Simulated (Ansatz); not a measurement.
# Molecular dynamics of C₄H₉N

The input (input.yaml):

```yaml
crystal:
  periodic: [false, false, false]
  atoms:
    - { symbol: C, position_ang: [-0.886437, 0.770092, 0.250177] }
    - { symbol: C, position_ang: [0.008258, -0.095666, 1.196863] }
    - { symbol: C, position_ang: [1.103612, -0.686808, 0.2553] }
    - { symbol: "N", position_ang: [0.494476, -0.754139, -1.09702] }
    - { symbol: C, position_ang: [-0.342913, 0.470381, -1.191855] }
    - { symbol: H, position_ang: [-1.948753, 0.484039, 0.343425] }
    - { symbol: H, position_ang: [-0.817284, 1.845675, 0.488698] }
    - { symbol: H, position_ang: [-0.584396, -0.911697, 1.649122] }
    - { symbol: H, position_ang: [0.439, 0.493281, 2.024922] }
    - { symbol: H, position_ang: [1.974529, -0.005125, 0.21226] }
    - { symbol: H, position_ang: [1.468355, -1.678625, 0.567897] }
    - { symbol: H, position_ang: [-0.079547, -1.601647, -1.197003] }
    - { symbol: H, position_ang: [0.297184, 1.30604, -1.531981] }
    - { symbol: H, position_ang: [-1.139084, 0.334999, -1.941904] }
basis:
  gaussian: { orbitals: "6-31G" }
hamiltonian:
  xc: pbe
md:
  timestep: 1.0
  n_steps: 250
  ensemble: nve
  temperature: 1000.0
  initial_velocities: maxwell_boltzmann
  seed: 69447
scf:
  lower_state_search: "off"
```

Command:

```bash
$ ansatz run input.yaml --threads 1 --pin off --max-ram 2048MiB --backend cpu --events-out ev --progress --plain --runs-dir out
```

It starts from a relaxed structure.

Output, in part (one step line in 3, the closing report, with atoms numbered from 0):

```
md step     0: t =     0.00 fs  T =  1000.0 K  F+E_penalty+E_count = -5775.22453846 eV  E_kin = 1.551120 eV  conserved = -5773.67341847 eV  (15 SCF iters)
md step     3: t =     3.00 fs  T =   602.5 K  F+E_penalty+E_count = -5774.57615140 eV  E_kin = 0.934474 eV  conserved = -5773.64167787 eV  (18 SCF iters)
md step     6: t =     6.00 fs  T =   396.7 K  F+E_penalty+E_count = -5774.26273103 eV  E_kin = 0.615308 eV  conserved = -5773.64742274 eV  (18 SCF iters)
md step     9: t =     9.00 fs  T =   256.4 K  F+E_penalty+E_count = -5774.03788595 eV  E_kin = 0.397691 eV  conserved = -5773.64019518 eV  (18 SCF iters)
md step    12: t =    12.00 fs  T =   517.4 K  F+E_penalty+E_count = -5774.46982079 eV  E_kin = 0.802602 eV  conserved = -5773.66721902 eV  (17 SCF iters)
md step    15: t =    15.00 fs  T =   517.1 K  F+E_penalty+E_count = -5774.46653233 eV  E_kin = 0.802078 eV  conserved = -5773.66445383 eV  (17 SCF iters)
md step    18: t =    18.00 fs  T =   374.3 K  F+E_penalty+E_count = -5774.22214590 eV  E_kin = 0.580534 eV  conserved = -5773.64161161 eV  (17 SCF iters)
md step    21: t =    21.00 fs  T =   526.0 K  F+E_penalty+E_count = -5774.46584680 eV  E_kin = 0.815952 eV  conserved = -5773.64989492 eV  (18 SCF iters)
md step    24: t =    24.00 fs  T =   530.9 K  F+E_penalty+E_count = -5774.46780236 eV  E_kin = 0.823473 eV  conserved = -5773.64432900 eV  (18 SCF iters)
md step    27: t =    27.00 fs  T =   687.1 K  F+E_penalty+E_count = -5774.73355246 eV  E_kin = 1.065777 eV  conserved = -5773.66777578 eV  (18 SCF iters)
md step    30: t =    30.00 fs  T =   399.3 K  F+E_penalty+E_count = -5774.25931347 eV  E_kin = 0.619431 eV  conserved = -5773.63988241 eV  (18 SCF iters)
md step    33: t =    33.00 fs  T =   567.3 K  F+E_penalty+E_count = -5774.53963795 eV  E_kin = 0.879916 eV  conserved = -5773.65972209 eV  (18 SCF iters)
md step    36: t =    36.00 fs  T =   358.6 K  F+E_penalty+E_count = -5774.18558079 eV  E_kin = 0.556240 eV  conserved = -5773.62934039 eV  (18 SCF iters)
md step    39: t =    39.00 fs  T =   566.7 K  F+E_penalty+E_count = -5774.53698450 eV  E_kin = 0.879059 eV  conserved = -5773.65792524 eV  (18 SCF iters)
md step    42: t =    42.00 fs  T =   382.1 K  F+E_penalty+E_count = -5774.23387531 eV  E_kin = 0.592754 eV  conserved = -5773.64112089 eV  (18 SCF iters)
md step    45: t =    45.00 fs  T =   558.0 K  F+E_penalty+E_count = -5774.53151612 eV  E_kin = 0.865483 eV  conserved = -5773.66603267 eV  (18 SCF iters)
md step    48: t =    48.00 fs  T =   378.7 K  F+E_penalty+E_count = -5774.23235517 eV  E_kin = 0.587410 eV  conserved = -5773.64494478 eV  (18 SCF iters)
md step    51: t =    51.00 fs  T =   463.7 K  F+E_penalty+E_count = -5774.36778114 eV  E_kin = 0.719211 eV  conserved = -5773.64857005 eV  (18 SCF iters)
md step    54: t =    54.00 fs  T =   457.3 K  F+E_penalty+E_count = -5774.35433361 eV  E_kin = 0.709324 eV  conserved = -5773.64500969 eV  (18 SCF iters)
md step    57: t =    57.00 fs  T =   559.1 K  F+E_penalty+E_count = -5774.52757135 eV  E_kin = 0.867166 eV  conserved = -5773.66040512 eV  (18 SCF iters)
md step    60: t =    60.00 fs  T =   610.2 K  F+E_penalty+E_count = -5774.61018885 eV  E_kin = 0.946566 eV  conserved = -5773.66362287 eV  (18 SCF iters)
md step    63: t =    63.00 fs  T =   510.9 K  F+E_penalty+E_count = -5774.43716318 eV  E_kin = 0.792460 eV  conserved = -5773.64470288 eV  (18 SCF iters)
md step    66: t =    66.00 fs  T =   534.0 K  F+E_penalty+E_count = -5774.48098610 eV  E_kin = 0.828333 eV  conserved = -5773.65265348 eV  (18 SCF iters)
md step    69: t =    69.00 fs  T =   328.1 K  F+E_penalty+E_count = -5774.14896536 eV  E_kin = 0.508909 eV  conserved = -5773.64005619 eV  (19 SCF iters)
md step    72: t =    72.00 fs  T =   508.3 K  F+E_penalty+E_count = -5774.45010343 eV  E_kin = 0.788476 eV  conserved = -5773.66162729 eV  (18 SCF iters)
md step    75: t =    75.00 fs  T =   506.1 K  F+E_penalty+E_count = -5774.42839528 eV  E_kin = 0.784956 eV  conserved = -5773.64343888 eV  (19 SCF iters)
md step    78: t =    78.00 fs  T =   790.6 K  F+E_penalty+E_count = -5774.88817172 eV  E_kin = 1.226380 eV  conserved = -5773.66179172 eV  (18 SCF iters)
md step    81: t =    81.00 fs  T =   543.0 K  F+E_penalty+E_count = -5774.47684867 eV  E_kin = 0.842252 eV  conserved = -5773.63459643 eV  (17 SCF iters)
md step    84: t =    84.00 fs  T =   514.7 K  F+E_penalty+E_count = -5774.45195852 eV  E_kin = 0.798314 eV  conserved = -5773.65364487 eV  (18 SCF iters)
md step    87: t =    87.00 fs  T =   301.9 K  F+E_penalty+E_count = -5774.11034271 eV  E_kin = 0.468289 eV  conserved = -5773.64205412 eV  (18 SCF iters)
md step    90: t =    90.00 fs  T =   465.5 K  F+E_penalty+E_count = -5774.38634168 eV  E_kin = 0.722122 eV  conserved = -5773.66421924 eV  (19 SCF iters)
md step    93: t =    93.00 fs  T =   406.5 K  F+E_penalty+E_count = -5774.28279258 eV  E_kin = 0.630500 eV  conserved = -5773.65229223 eV  (18 SCF iters)
md step    96: t =    96.00 fs  T =   477.1 K  F+E_penalty+E_count = -5774.38788125 eV  E_kin = 0.740025 eV  conserved = -5773.64785607 eV  (18 SCF iters)
md step    99: t =    99.00 fs  T =   528.0 K  F+E_penalty+E_count = -5774.46592797 eV  E_kin = 0.819045 eV  conserved = -5773.64688337 eV  (18 SCF iters)
md step   102: t =   102.00 fs  T =   581.4 K  F+E_penalty+E_count = -5774.56095971 eV  E_kin = 0.901801 eV  conserved = -5773.65915826 eV  (18 SCF iters)
md step   105: t =   105.00 fs  T =   508.3 K  F+E_penalty+E_count = -5774.44884485 eV  E_kin = 0.788451 eV  conserved = -5773.66039419 eV  (18 SCF iters)
md step   108: t =   108.00 fs  T =   384.5 K  F+E_penalty+E_count = -5774.24038848 eV  E_kin = 0.596449 eV  conserved = -5773.64393951 eV  (18 SCF iters)
md step   111: t =   111.00 fs  T =   562.0 K  F+E_penalty+E_count = -5774.52410303 eV  E_kin = 0.871662 eV  conserved = -5773.65244122 eV  (18 SCF iters)
md step   114: t =   114.00 fs  T =   504.4 K  F+E_penalty+E_count = -5774.42329390 eV  E_kin = 0.782402 eV  conserved = -5773.64089239 eV  (17 SCF iters)
md step   117: t =   117.00 fs  T =   572.4 K  F+E_penalty+E_count = -5774.54753648 eV  E_kin = 0.887784 eV  conserved = -5773.65975201 eV  (18 SCF iters)
md step   120: t =   120.00 fs  T =   362.6 K  F+E_penalty+E_count = -5774.20394155 eV  E_kin = 0.562362 eV  conserved = -5773.64157992 eV  (19 SCF iters)
md step   123: t =   123.00 fs  T =   556.7 K  F+E_penalty+E_count = -5774.52334934 eV  E_kin = 0.863501 eV  conserved = -5773.65984872 eV  (19 SCF iters)
md step   126: t =   126.00 fs  T =   386.8 K  F+E_penalty+E_count = -5774.23874580 eV  E_kin = 0.600031 eV  conserved = -5773.63871467 eV  (17 SCF iters)
md step   129: t =   129.00 fs  T =   456.8 K  F+E_penalty+E_count = -5774.36155369 eV  E_kin = 0.708625 eV  conserved = -5773.65292866 eV  (19 SCF iters)
md step   132: t =   132.00 fs  T =   443.4 K  F+E_penalty+E_count = -5774.33074548 eV  E_kin = 0.687779 eV  conserved = -5773.64296675 eV  (18 SCF iters)
md step   135: t =   135.00 fs  T =   704.4 K  F+E_penalty+E_count = -5774.75389178 eV  E_kin = 1.092565 eV  conserved = -5773.66132708 eV  (18 SCF iters)
md step   138: t =   138.00 fs  T =   644.6 K  F+E_penalty+E_count = -5774.65208999 eV  E_kin = 0.999915 eV  conserved = -5773.65217505 eV  (17 SCF iters)
md step   141: t =   141.00 fs  T =   529.3 K  F+E_penalty+E_count = -5774.47075967 eV  E_kin = 0.821071 eV  conserved = -5773.64968889 eV  (18 SCF iters)
md step   144: t =   144.00 fs  T =   412.4 K  F+E_penalty+E_count = -5774.28714870 eV  E_kin = 0.639634 eV  conserved = -5773.64751465 eV  (18 SCF iters)
md step   147: t =   147.00 fs  T =   384.8 K  F+E_penalty+E_count = -5774.24318610 eV  E_kin = 0.596861 eV  conserved = -5773.64632507 eV  (18 SCF iters)
md step   150: t =   150.00 fs  T =   539.0 K  F+E_penalty+E_count = -5774.49238136 eV  E_kin = 0.836002 eV  conserved = -5773.65637986 eV  (18 SCF iters)
md step   153: t =   153.00 fs  T =   574.6 K  F+E_penalty+E_count = -5774.53864006 eV  E_kin = 0.891264 eV  conserved = -5773.64737635 eV  (18 SCF iters)
md step   156: t =   156.00 fs  T =   659.5 K  F+E_penalty+E_count = -5774.68035569 eV  E_kin = 1.023000 eV  conserved = -5773.65735552 eV  (18 SCF iters)
md step   159: t =   159.00 fs  T =   419.7 K  F+E_penalty+E_count = -5774.29399545 eV  E_kin = 0.650960 eV  conserved = -5773.64303563 eV  (17 SCF iters)
md step   162: t =   162.00 fs  T =   353.6 K  F+E_penalty+E_count = -5774.20043247 eV  E_kin = 0.548405 eV  conserved = -5773.65202745 eV  (17 SCF iters)
md step   165: t =   165.00 fs  T =   278.7 K  F+E_penalty+E_count = -5774.07508498 eV  E_kin = 0.432359 eV  conserved = -5773.64272610 eV  (17 SCF iters)
md step   168: t =   168.00 fs  T =   533.4 K  F+E_penalty+E_count = -5774.48797452 eV  E_kin = 0.827390 eV  conserved = -5773.66058480 eV  (17 SCF iters)
md step   171: t =   171.00 fs  T =   470.6 K  F+E_penalty+E_count = -5774.37725507 eV  E_kin = 0.729973 eV  conserved = -5773.64728206 eV  (17 SCF iters)
md step   174: t =   174.00 fs  T =   474.6 K  F+E_penalty+E_count = -5774.38637377 eV  E_kin = 0.736221 eV  conserved = -5773.65015290 eV  (17 SCF iters)
md step   177: t =   177.00 fs  T =   470.2 K  F+E_penalty+E_count = -5774.37575339 eV  E_kin = 0.729347 eV  conserved = -5773.64640663 eV  (17 SCF iters)
md step   180: t =   180.00 fs  T =   566.7 K  F+E_penalty+E_count = -5774.53521102 eV  E_kin = 0.879062 eV  conserved = -5773.65614919 eV  (18 SCF iters)
md step   183: t =   183.00 fs  T =   459.5 K  F+E_penalty+E_count = -5774.36442083 eV  E_kin = 0.712713 eV  conserved = -5773.65170764 eV  (18 SCF iters)
md step   186: t =   186.00 fs  T =   390.3 K  F+E_penalty+E_count = -5774.25079697 eV  E_kin = 0.605343 eV  conserved = -5773.64545428 eV  (18 SCF iters)
md step   189: t =   189.00 fs  T =   548.6 K  F+E_penalty+E_count = -5774.50378295 eV  E_kin = 0.850920 eV  conserved = -5773.65286331 eV  (17 SCF iters)
md step   192: t =   192.00 fs  T =   515.6 K  F+E_penalty+E_count = -5774.44867725 eV  E_kin = 0.799720 eV  conserved = -5773.64895743 eV  (17 SCF iters)
md step   195: t =   195.00 fs  T =   459.0 K  F+E_penalty+E_count = -5774.36553449 eV  E_kin = 0.711966 eV  conserved = -5773.65356874 eV  (19 SCF iters)
md step   198: t =   198.00 fs  T =   390.4 K  F+E_penalty+E_count = -5774.24949201 eV  E_kin = 0.605604 eV  conserved = -5773.64388827 eV  (18 SCF iters)
md step   201: t =   201.00 fs  T =   578.0 K  F+E_penalty+E_count = -5774.55258722 eV  E_kin = 0.896620 eV  conserved = -5773.65596722 eV  (18 SCF iters)
md step   204: t =   204.00 fs  T =   484.3 K  F+E_penalty+E_count = -5774.39709577 eV  E_kin = 0.751140 eV  conserved = -5773.64595543 eV  (17 SCF iters)
md step   207: t =   207.00 fs  T =   472.8 K  F+E_penalty+E_count = -5774.38704091 eV  E_kin = 0.733354 eV  conserved = -5773.65368741 eV  (17 SCF iters)
md step   210: t =   210.00 fs  T =   428.9 K  F+E_penalty+E_count = -5774.30996446 eV  E_kin = 0.665296 eV  conserved = -5773.64466825 eV  (17 SCF iters)
md step   213: t =   213.00 fs  T =   597.2 K  F+E_penalty+E_count = -5774.58242647 eV  E_kin = 0.926317 eV  conserved = -5773.65610910 eV  (17 SCF iters)
md step   216: t =   216.00 fs  T =   527.9 K  F+E_penalty+E_count = -5774.46502929 eV  E_kin = 0.818886 eV  conserved = -5773.64614370 eV  (17 SCF iters)
md step   219: t =   219.00 fs  T =   560.4 K  F+E_penalty+E_count = -5774.52011206 eV  E_kin = 0.869291 eV  conserved = -5773.65082131 eV  (18 SCF iters)
md step   222: t =   222.00 fs  T =   560.7 K  F+E_penalty+E_count = -5774.51835933 eV  E_kin = 0.869728 eV  conserved = -5773.64863157 eV  (18 SCF iters)
md step   225: t =   225.00 fs  T =   582.0 K  F+E_penalty+E_count = -5774.55865105 eV  E_kin = 0.902740 eV  conserved = -5773.65591069 eV  (18 SCF iters)
md step   228: t =   228.00 fs  T =   421.8 K  F+E_penalty+E_count = -5774.30024682 eV  E_kin = 0.654265 eV  conserved = -5773.64598188 eV  (19 SCF iters)
md step   231: t =   231.00 fs  T =   470.9 K  F+E_penalty+E_count = -5774.37853547 eV  E_kin = 0.730497 eV  conserved = -5773.64803881 eV  (18 SCF iters)
md step   234: t =   234.00 fs  T =   562.7 K  F+E_penalty+E_count = -5774.52367906 eV  E_kin = 0.872833 eV  conserved = -5773.65084556 eV  (17 SCF iters)
md step   237: t =   237.00 fs  T =   548.3 K  F+E_penalty+E_count = -5774.50394176 eV  E_kin = 0.850430 eV  conserved = -5773.65351175 eV  (17 SCF iters)
md step   240: t =   240.00 fs  T =   432.2 K  F+E_penalty+E_count = -5774.31983120 eV  E_kin = 0.670439 eV  conserved = -5773.64939270 eV  (19 SCF iters)
md step   243: t =   243.00 fs  T =   437.2 K  F+E_penalty+E_count = -5774.32591530 eV  E_kin = 0.678216 eV  conserved = -5773.64769926 eV  (18 SCF iters)
md step   246: t =   246.00 fs  T =   513.6 K  F+E_penalty+E_count = -5774.44818361 eV  E_kin = 0.796602 eV  conserved = -5773.65158210 eV  (19 SCF iters)
md step   249: t =   249.00 fs  T =   402.8 K  F+E_penalty+E_count = -5774.27081958 eV  E_kin = 0.624787 eV  conserved = -5773.64603253 eV  (18 SCF iters)
md step   250: t =   250.00 fs  T =   360.4 K  F+E_penalty+E_count = -5774.20318771 eV  E_kin = 0.559050 eV  conserved = -5773.64413758 eV  (18 SCF iters)
Total energy: -5774.20320973 eV, -212.1980540621 hartree
Atom 0 at    -0.940066     0.695395     0.192554 Å, force     0.415681     1.933165     1.801614 eV/Å
Atom 1 at     0.062093    -0.065240     1.234119 Å, force    -0.742585    -1.812201    -0.817975 eV/Å
Atom 2 at     1.131165    -0.671906     0.200927 Å, force    -1.912455    -0.217028     1.277516 eV/Å
Atom 3 at     0.417389    -0.755081    -1.060896 Å, force    -0.838427    -1.302998    -0.797053 eV/Å
Atom 4 at    -0.262916     0.520770    -1.175889 Å, force     0.054501     1.520647    -1.140648 eV/Å
Atom 5 at    -1.920031     0.276206     0.259034 Å, force    -1.039472    -1.420051    -0.333009 eV/Å
Atom 6 at    -1.288568     1.754582     0.431734 Å, force     1.313757    -0.449815     0.058495 eV/Å
Atom 7 at    -0.413830    -1.035645     1.619042 Å, force    -0.247808     1.088549    -0.341437 eV/Å
Atom 8 at     0.447822     0.358068     2.177633 Å, force     0.053072     0.853018    -0.515580 eV/Å
Atom 9 at     1.959360    -0.040875     0.130225 Å, force     1.921066     1.127066    -0.338337 eV/Å
Atom 10 at     1.382009    -1.685260     0.442546 Å, force     0.751301    -0.744170     0.635181 eV/Å
Atom 11 at    -0.401704    -1.366407    -0.847725 Å, force     0.554049    -0.851821    -0.519011 eV/Å
Atom 12 at     0.603388     1.241452    -1.317447 Å, force    -1.154620     0.082124    -0.081693 eV/Å
Atom 13 at    -0.971242     0.527441    -2.081253 Å, force     0.871939     0.193514     1.111935 eV/Å
Dipole moment:    -0.208201     0.045247     0.254185 e Å
```

The run went to its last step. The conserved energy stayed within 3.2 meV per atom of its start (net change 2.1 meV per atom), so there is no drift, though single steps change it by up to 33 meV in the whole system, a sign of fast motions only just resolved. Over the second half the temperature averaged 0.49 of the 1000 K drawn at the start: a run that starts near a minimum puts about half its kinetic energy into the potential. A run of 0.25 ps of so small a system gives no equilibrium averages. Limits of this set-up: no polarisation functions.

The same pairs are bonded in the first frame and the last. Pairs count as bonded within 1.25 times the sum of covalent radii (0.12 Å more for H–H).

Last frame:

```xyz
14
Properties=species:S:1:pos:R:3
C -0.940 0.695 0.193
C 0.062 -0.065 1.234
C 1.131 -0.672 0.201
N 0.417 -0.755 -1.061
C -0.263 0.521 -1.176
H -1.920 0.276 0.259
H -1.289 1.755 0.432
H -0.414 -1.036 1.619
H 0.448 0.358 2.178
H 1.959 -0.041 0.130
H 1.382 -1.685 0.443
H -0.402 -1.366 -0.848
H 0.603 1.242 -1.317
H -0.971 0.527 -2.081
```

Run time: 11 min on 1 thread of Arm Neoverse V1, on a shared host, peak memory 0.11 GiB.
